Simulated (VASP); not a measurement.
# Si (Fd-3m) in VASP: a series of runs

Aim: see how the results for Si move with the level of theory and the settings. Levels: PBE, PBE+D3(BJ). Tasks: dielectric tensor, equation of state.

All numbers are computed with VASP 6.6.1; they aren't measurements. Logs are shortened: lines on timing, memory, paths and dates and some standing lists are left out, and cuts for length are marked.

### Step 1. The structure

The structure is cubic, space group Fd-3m (No. 227). Conventional cell: a = 5.444 Å, b = 5.444 Å, c = 5.444 Å, α = 90.00°, β = 90.00°, γ = 90.00°. Si (site symmetry -43m) has 4 Si at 2.36 Å as nearest neighbours.

### Step 2. Dielectric tensor, PBE

INCAR

```
PREC     = Accurate       # precision mode
ENCUT    = 800            # plane-wave cutoff, eV
EDIFF    = 1E-8           # SCF threshold, eV
ISMEAR   = 0              # smearing method
SIGMA    = 0.01           # smearing width, eV
LREAL    = False          # projectors in reciprocal space
LASPH    = True           # aspherical terms in the spheres
NELM     = 100            # most SCF steps
ALGO     = Normal         # electronic algorithm
ISIF     = 2              # what is computed and relaxed
LWAVE    = False          # write WAVECAR
LCHARG   = False          # write CHGCAR
GGA      = PE             # functional
LEPSILON = True           # dielectric tensor by DFPT
```

KPOINTS

```
Automatic mesh
0
Gamma
  12 12 12
```

POSCAR

```
Si
1.0
    0.0000000000      2.7218511865      2.7218511865
    2.7218511865      0.0000000000      2.7218511865
    2.7218511865      2.7218511865      0.0000000000
Si
2
Direct
    0.5000000000      0.5000000000      0.5000000000
    0.7500000000      0.7500000000      0.7500000000
```

Potentials or basis: VASP PAW PBE potentials, release 64 (Si).

Started as:

```console
cat potpaw_PBE.64/Si/POTCAR > POTCAR
mpirun -np 1 vasp_std > vasp.out
```

OUTCAR:

```text
PREC = Accurate
   ENCUT = 800
   EDIFF = 1E-8
   ISMEAR = 0
   LREAL = False
   LASPH = True
   NELM = 100
   ISIF = 2
   GGA = PE
   LEPSILON = True

 ion  position               nearest neighbor table
   1  0.500  0.500  0.500-   2 2.36   2 2.36   2 2.36   2 2.36
   2  0.750  0.750  0.750-   1 2.36   1 2.36   1 2.36   1 2.36

  LATTYP: Found a face centered cubic cell.
 ALAT       =     5.4437023730

  Lattice vectors:

 A1 = (   0.0000000000,   2.7218511865,   2.7218511865)
 A2 = (   2.7218511865,   0.0000000000,   2.7218511865)
 A3 = (   2.7218511865,   2.7218511865,   0.0000000000)

Analysis of symmetry for initial positions (statically):
=====================================================================
 Subroutine PRICEL returns:
 Original cell was already a primitive cell.

 Routine SETGRP: Setting up the symmetry group for a
 face centered cubic supercell.

 Subroutine GETGRP returns: Found 48 space group operations
 (whereof 24 operations were pure point group operations)
 out of a pool of 48 trial point group operations.

The static configuration has the point symmetry T_d .
 The point group associated with its full space group is O_h .

Analysis of symmetry for dynamics (positions and initial velocities):
=====================================================================
 Subroutine PRICEL returns:
 Original cell was already a primitive cell.

 Routine SETGRP: Setting up the symmetry group for a
 face centered cubic supercell.

 Subroutine GETGRP returns: Found 48 space group operations
 (whereof 24 operations were pure point group operations)
 out of a pool of 48 trial point group operations.

The dynamic configuration has the point symmetry T_d .
 The point group associated with its full space group is O_h .

 Subroutine INISYM returns: Found 48 space group operations
 (whereof 24 operations are pure point group operations),
 and found     1 'primitive' translations

----------------------------------------------------------------------------------------

                                     Primitive cell

  volume of cell :      40.3295

  direct lattice vectors                    reciprocal lattice vectors
     0.000000000  2.721851186  2.721851186    -0.183698507  0.183698507  0.183698507
     2.721851186  0.000000000  2.721851186     0.183698507 -0.183698507  0.183698507
     2.721851186  2.721851186  0.000000000     0.183698507  0.183698507 -0.183698507

  length of vectors
     3.849278863  3.849278863  3.849278863     0.318175148  0.318175148  0.318175148

  position of ions in fractional coordinates (direct lattice)
     0.500000000  0.500000000  0.500000000
     0.750000000  0.750000000  0.750000000

  ion indices of the primitive-cell ions
   primitive index   ion index
                 1           1
                 2           2

----------------------------------------------------------------------------------------

 KPOINTS: Automatic mesh

Automatic generation of k-mesh.
 Grid dimensions read from file:
 generate k-points for:   12   12   12

 Generating k-lattice:

  Cartesian coordinates                     Fractional coordinates (reciprocal lattice)
    -0.015308209  0.015308209  0.015308209     0.083333333  0.000000000  0.000000000
     0.015308209 -0.015308209  0.015308209     0.000000000  0.083333333  0.000000000
     0.015308209  0.015308209 -0.015308209     0.000000000  0.000000000  0.083333333

  Length of vectors
     0.026514596  0.026514596  0.026514596

  Shift w.r.t. Gamma in fractional coordinates (k-lattice)
     0.000000000  0.000000000  0.000000000

 Subroutine IBZKPT returns following result:
 ===========================================

 Found     72 irreducible k-points:
[... 74 lines left out ...]
   IVDW    =     0    specifies the selected vdW correction
   LEPSILON=     T    determine dielectric tensor
   LRPA    =     F    only Hartree local field effects (RPA)
 non-spin polarized calculation
 Gauss-broadening in eV      SIGMA  =   0.01
  energy-cutoff  :      800.00
  volume of cell :       40.33
 maximum number of plane-waves:      2120
   NGX = 17   NGY = 17   NGZ = 17

--------------------------------------- Ionic step        1  -------------------------------------------

 number of electron       8.0000000 magnetization

 E-fermi :   5.8029     XC(G=0):  -9.3810

 val. band max:        5.7533082308   @ k =   0.0000   0.0000   0.0000
 cond. band min:       6.3393480319   @ k =   0.4167   0.4167   0.0000
 fundamental gap:      0.5860398011
 Fermi energy:         5.8028820664

 k-point     1 :       0.0000    0.0000    0.0000
  band No.  band energies     occupation
      1      -6.1547      2.00000
      2       5.7533      2.00000
      3       5.7533      2.00000
      4       5.7533      2.00000
      5       8.3162      0.00000
      6       8.3162      0.00000
      7       8.3162      0.00000
      8       9.0446      0.00000
[... 243 lines left out ...]
 k-point    24 :      -0.4167    0.1667    0.0000
  band No.  band energies     occupation
      1      -3.5690      2.00000
      2      -0.9794      2.00000
      3       2.7822      2.00000
      4       4.1733      2.00000
      5       7.9378      0.00000
      6       9.8062      0.00000
      7      10.1451      0.00000
      8      13.7045      0.00000

 [... further k-points ...]

  FORCE on cell =-STRESS in cart. coord.  units (eV):
  Direction    XX          YY          ZZ          XY          YZ          ZX
  --------------------------------------------------------------------------------------
  -------------------------------------------------------------------------------------
  Total        0.3182911      0.3182911      0.3182911      0.0000000      0.0000000      0.0000000
  in kB       12.6447981     12.6447981     12.6447981      0.0000000      0.0000000      0.0000000
  external PRESSURE =      12.6447981 kB  Pullay stress =       0.0000000 kB

 VOLUME and BASIS-vectors are now :
 -----------------------------------------------------------------------------
  energy-cutoff  :      800.00
  volume of cell :       40.33
      direct lattice vectors                 reciprocal lattice vectors
     0.000000000  2.721851186  2.721851186    -0.183698507  0.183698507  0.183698507
     2.721851186  0.000000000  2.721851186     0.183698507 -0.183698507  0.183698507
     2.721851186  2.721851186  0.000000000     0.183698507  0.183698507 -0.183698507

 POSITION                                       TOTAL-FORCE (eV/Angst)
 -----------------------------------------------------------------------------------
      2.72185      2.72185      2.72185         0.000000      0.000000      0.000000
      4.08278      4.08278      4.08278        -0.000000     -0.000000     -0.000000
 -----------------------------------------------------------------------------------
    total drift:                                0.000000      0.000000      0.000000

  FREE ENERGIE OF THE ION-ELECTRON SYSTEM (eV)
  ---------------------------------------------------
  free  energy   TOTEN  =       -10.8477589274 eV

  energy  without entropy=      -10.8477589274  energy(sigma->0) =      -10.84775893

 HEAD OF MICROSCOPIC STATIC DIELECTRIC TENSOR (INDEPENDENT PARTICLE, excluding Hartree and local field effects)
 ------------------------------------------------------
          13.674508    -0.000000     0.000000
          -0.000000    13.674508     0.000000
          -0.000000    -0.000000    13.674508
 ------------------------------------------------------

 Free energy of the ion-electron system (eV)
  ---------------------------------------------------
  ---------------------------------------------------
  free energy    TOTEN  =        -1.44499738 eV

  energy without entropy =       -1.44499738

------------------------ aborting loop because EDIFF is reached ----------------------------------------

--------------------------------------- Ionic step        2  -------------------------------------------

------------------------ aborting loop because EDIFF is reached ----------------------------------------

--------------------------------------- Ionic step        3  -------------------------------------------

 Free energy of the ion-electron system (eV)
  ---------------------------------------------------
  ---------------------------------------------------
  free energy    TOTEN  =        -1.44499719 eV

  energy without entropy =       -1.44499719

------------------------ aborting loop because EDIFF is reached ----------------------------------------

 PIEZOELECTRIC TENSOR FIELD DIRECTION 3  (e Angst)
 -----------------------------------------------------------------------------
     0.00091 -0.00000  0.00000           (  0.00000  0.00000  0.00000)
     0.00000  0.00091  0.00000           (  0.00000  0.00000  0.00000)
     0.00000  0.00000 -0.00661           (  0.00000  0.00000  0.00000)

 PIEZOELECTRIC TENSOR FIELD DIRECTION 3  (C/m^2)
 -----------------------------------------------------------------------------
     0.00036 -0.00000  0.00000
     0.00000  0.00036  0.00000
     0.00000  0.00000 -0.00263

 MACROSCOPIC STATIC DIELECTRIC TENSOR (including local field effects in DFT)
 ------------------------------------------------------
          13.057696     0.000000    -0.000000
           0.000000    13.057696    -0.000000
           0.000000     0.000000    13.057696
 ------------------------------------------------------

 PIEZOELECTRIC TENSOR (including local field effects)  for field in x, y, z        (e  Angst)
          XX          YY          ZZ          XY          YZ          ZX
  --------------------------------------------------------------------------------
  x     0.00000     0.00000     0.00000     0.00000     0.00000     0.00000
  y     0.00000     0.00000     0.00000     0.00000     0.00000    -0.00000
  z     0.00000     0.00000     0.00000     0.00000     0.00000     0.00000

 PIEZOELECTRIC TENSOR (including local field effects)  for field in x, y, z        (C/m^2)
          XX          YY          ZZ          XY          YZ          ZX
  --------------------------------------------------------------------------------
  x     0.00000     0.00000     0.00000     0.00000     0.00000     0.00000
  y     0.00000     0.00000     0.00000     0.00000     0.00000    -0.00000
  z     0.00000     0.00000     0.00000     0.00000     0.00000     0.00000

 BORN EFFECTIVE CHARGES (including local field effects) (in |e|, cummulative output)
 ---------------------------------------------------------------------------------
 ion    1
    1     0.00000    -0.00000    -0.00000
    2     0.00000     0.00000     0.00000
    3     0.00000     0.00000     0.00000
 ion    2
    1     0.00000     0.00000     0.00000
    2     0.00000     0.00000     0.00000
    3    -0.00000    -0.00000     0.00000
```

Wall time 6.8 min (1 thread of AMD EPYC 9R45 (Zen 5), shared host); peak memory 0.37 GiB.

Results:

```
Band gap on the k mesh                  : 0.59 eV, indirect (least direct gap 2.56 eV)
Electronic dielectric tensor (diagonal) : 13.06
Born charges (mean of the diagonal)     : Si +0.00 e
```

Electronic dielectric tensor:
```
13.06  0.00  0.00
 0.00 13.06  0.00
 0.00  0.00 13.06
```

Born effective charge tensors (e):
atom 1, Si
```
0.00 0.00 0.00
0.00 0.00 0.00
0.00 0.00 0.00
```
atom 2, Si
```
0.00 0.00 0.00
0.00 0.00 0.00
0.00 0.00 0.00
```

Caveat: the gap is small at this level, which inflates the dielectric constant.

### Step 3. Equation of state, PBE+D3(BJ), 19.11 Å³/atom (a relaxed cell with its volume scaled by 0.96)

INCAR

```
SYSTEM = Si
ALGO     = Fast           ! electronic algorithm
EDIFF    = 1E-6           ! SCF threshold, eV
ENCUT    = 520            ! plane-wave cutoff, eV
GGA      = PE             ! functional
ISIF     = 2              ! what is computed and relaxed
ISMEAR   = 0              ! smearing method
IVDW     = 12             ! dispersion correction
LASPH    = .True.         ! aspherical terms in the spheres
LCHARG   = .False.        ! write CHGCAR
LREAL    = .False.        ! projectors in reciprocal space
LWAVE    = .False.        ! write WAVECAR
NELM     = 80             ! most SCF steps
PREC     = Accurate       ! precision mode
SIGMA    = 0.02           ! smearing width, eV
```

KPOINTS

```
k-points
0
Gamma
  8 8 8
  0 0 0
```

POSCAR

```
Si                                      
1.0
   -0.0000000000      2.6734016743      2.6734016743
    2.6734016743      0.0000000000      2.6734016743
    2.6734016743      2.6734016743     -0.0000000000
  Si            
     2
Direct
     0.5000000000000000    0.5000000000000000    0.5000000000000000
     0.7500000000000000    0.7500000000000000    0.7500000000000000
```

Potentials or basis: VASP PAW PBE potentials, release 64 (Si).

Started as:

```console
cat potpaw_PBE.64/Si/POTCAR > POTCAR
mpirun -np 1 vasp_std > vasp.out
```

It took 11 s on 1 thread of Intel Xeon Platinum 8375C at 2.90GHz (Ice Lake), shared host; peak memory 0.15 GiB.

The run converged. Its results:

* Free energy: -11.4498 eV
* Pressure: 4.1 GPa
* Band gap on the k mesh: 0.54 eV, indirect (least direct gap 2.58 eV)
* Dispersion energy per atom: -0.329 eV

### Step 4. Equation of state, PBE+D3(BJ), 19.51 Å³/atom (a relaxed cell with its volume scaled by 0.98)

INCAR is that of step 3.

KPOINTS is that of step 3.

POSCAR

```
Si                                      
1.0
   -0.0000000000      2.6918395099      2.6918395099
    2.6918395099      0.0000000000      2.6918395099
    2.6918395099      2.6918395099     -0.0000000000
  Si            
     2
Direct
     0.5000000000000000    0.5000000000000000    0.5000000000000000
     0.7500000000000000    0.7500000000000000    0.7500000000000000
```

Started as:

```console
cat potpaw_PBE.64/Si/POTCAR > POTCAR
mpirun -np 1 vasp_std > vasp.out
```

Wall time 20 s (1 thread of Intel Xeon Platinum 8375C at 2.90GHz (Ice Lake), shared host); peak memory 0.15 GiB.

The run converged. Its results:

| Quantity | Value |
| --- | --- |
| Free energy | -11.4649 eV |
| Pressure | 2.0 GPa |
| Band gap on the k mesh | 0.57 eV, indirect (least direct gap 2.58 eV) |
| Dispersion energy per atom | -0.322 eV |

### Step 5. Equation of state, PBE+D3(BJ), 19.90 Å³/atom

INCAR is that of step 4.

KPOINTS is that of step 4.

POSCAR

```
Si                                      
1.0
   -0.0000000000      2.7100281664      2.7100281664
    2.7100281664      0.0000000000      2.7100281664
    2.7100281664      2.7100281664     -0.0000000000
  Si            
     2
Direct
     0.5000000000000000    0.5000000000000000    0.5000000000000000
     0.7500000000000000    0.7500000000000000    0.7500000000000000
```

Started as:

```console
cat potpaw_PBE.64/Si/POTCAR > POTCAR
mpirun -np 1 vasp_std > vasp.out
```

Wall time 18 s (1 thread of Intel Xeon Platinum 8375C at 2.90GHz (Ice Lake), shared host); peak memory 0.16 GiB.

The run converged. Its results:

- Free energy: -11.4697 eV
- Pressure: 0.0 GPa
- Band gap on the k mesh: 0.61 eV, indirect (least direct gap 2.57 eV)
- Dispersion energy per atom: -0.316 eV

### Step 6. Equation of state, PBE+D3(BJ), 20.30 Å³/atom (a relaxed cell with its volume scaled by 1.02)

INCAR is that of step 5.

KPOINTS is that of step 5.

POSCAR

```
Si                                      
1.0
   -0.0000000000      2.7279758959      2.7279758959
    2.7279758959      0.0000000000      2.7279758959
    2.7279758959      2.7279758959     -0.0000000000
  Si            
     2
Direct
     0.5000000000000000    0.5000000000000000    0.5000000000000000
     0.7500000000000000    0.7500000000000000    0.7500000000000000
```

Potentials or basis: VASP PAW PBE potentials, release 64 (Si).

Started as:

```console
cat potpaw_PBE.64/Si/POTCAR > POTCAR
mpirun -np 1 vasp_std > vasp.out
```

It took 24 s on 1 thread of Intel Xeon Platinum 8375C at 2.90GHz (Ice Lake), shared host; peak memory 0.16 GiB.

It converged, with:

* Free energy: -11.4653 eV
* Pressure: -1.7 GPa
* Band gap on the k mesh: 0.64 eV, indirect (least direct gap 2.56 eV)
* Dispersion energy per atom: -0.310 eV

### Step 7. Equation of state, PBE+D3(BJ), 20.70 Å³/atom (a relaxed cell with its volume scaled by 1.04)

INCAR is that of step 6.

KPOINTS is that of step 6.

POSCAR

```
Si                                      
1.0
   -0.0000000000      2.7456905214      2.7456905214
    2.7456905214      0.0000000000      2.7456905214
    2.7456905214      2.7456905214     -0.0000000000
  Si            
     2
Direct
     0.5000000000000000    0.5000000000000000    0.5000000000000000
     0.7500000000000000    0.7500000000000000    0.7500000000000000
```

Started as:

```console
cat potpaw_PBE.64/Si/POTCAR > POTCAR
mpirun -np 1 vasp_std > vasp.out
```

Run time: 20 s. Hardware: 1 thread of Intel Xeon Platinum 8375C at 2.90GHz (Ice Lake), shared host; peak memory 0.16 GiB.

The run converged. Its results:

```
Free energy                : -11.4528 eV
Pressure                   : -3.3 GPa
Band gap on the k mesh     : 0.67 eV, indirect (least direct gap 2.55 eV)
Dispersion energy per atom : -0.304 eV
```

### Step 8. Equation of state, PBE+D3(BJ)

This run uses another cell than the first one, of 19.90 Å³/atom, 0.987 times its volume.

No new run: the results of the series are fitted here.

Results:

| Quantity | Value |
| --- | --- |
| Equilibrium volume | 19.90 Å³/atom |
| Bulk modulus | 92 GPa |
| Pressure derivative of the bulk modulus | 4.9 (rough: it moves with the points fitted) |

Energy against volume, from the lowest point:
```tsv
volume (Å³/atom)	energy (meV/atom)
19.107	9.93
19.505	2.40
19.903	0.00
20.301	2.18
20.699	8.42
```
